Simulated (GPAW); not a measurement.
Runs of GPAW 26.7.0 on Si2W. The structure is tetragonal, space group I4/mmm (No. 139). Conventional cell: a = 3.214 Å, b = 3.214 Å, c = 7.830 Å, α = 90.00°, β = 90.00°, γ = 90.00°. W (site symmetry 4/mmm) has 10 Si at 2.62 Å as nearest neighbours. Around Si (site symmetry 4mm) lie 5 Si at 2.59 to 2.63 Å and 5 W at 2.62 Å. 

```tsv
task	level	potentials or basis	spin	cell	k mesh	smearing	band path	band points	data set	optimizer	fmax	mesh quality	gap on the mesh (eV)	pressure (GPa)	largest force (eV/Å)
single point	PBE	GPAW PAW data sets (gpaw-data 1.2.1), pw	off	as given	12 × 12 × 12	gaussian 0.012 eV	-	-	-	-	-	not flagged	none	(a)	0.09
band structure	PBE	JTH PAW 2.0, PBE, pw	off	as given	7 × 7 × 7	fermi-dirac 0.05 eV	GXYSGZS1NPY1Z,XP	60	Si jth, W jth	-	-	coarse	-	3.7	0.04
relaxation of cell and atoms	r2SCAN+D4	GPAW PAW data sets (gpaw-data 1.2.1), pw	off	relaxed	7 × 7 × 7	fermi-dirac 0.05 eV	-	-	-	LBFGS	0.05 eV/Å	coarse	none	0.0	0.02
band structure	r2SCAN	GPAW PAW data sets (gpaw-data 1.2.1), pw	SOC, no magnetisation	as given	7 × 7 × 7	fermi-dirac 0.05 eV	GXYSGZS1NPY1Z,XP	100	-	-	-	coarse	-	0.0	0.04
```

Alike in all rows: cutoff (eV) 600.

Q: Estimate the missing entries.

A: (a) 4.0.

Caveats: some runs use coarse meshes; the PAW data sets were made with another functional, which shifts forces and pressure a little (some runs); the program truncates these outside data sets (some runs); spin-orbit coupling is left out, which moves the levels of the heavy elements (some runs); later steps reuse the first step's grids (some runs); pairwise dispersion overbinds metals, which lowers pressure and volume (some runs); spin-orbit coupling was added after a scalar SCF, so levels and gaps hold it while energy, forces, pressure and moments don't (some runs); this program's spin-orbit splittings come out too wide for heavy elements (some runs).

A k mesh can miss the band edges, and rows without SOC leave out spin-orbit coupling on W.

A gap of «none» marks a metal or a gap under the smearing width.
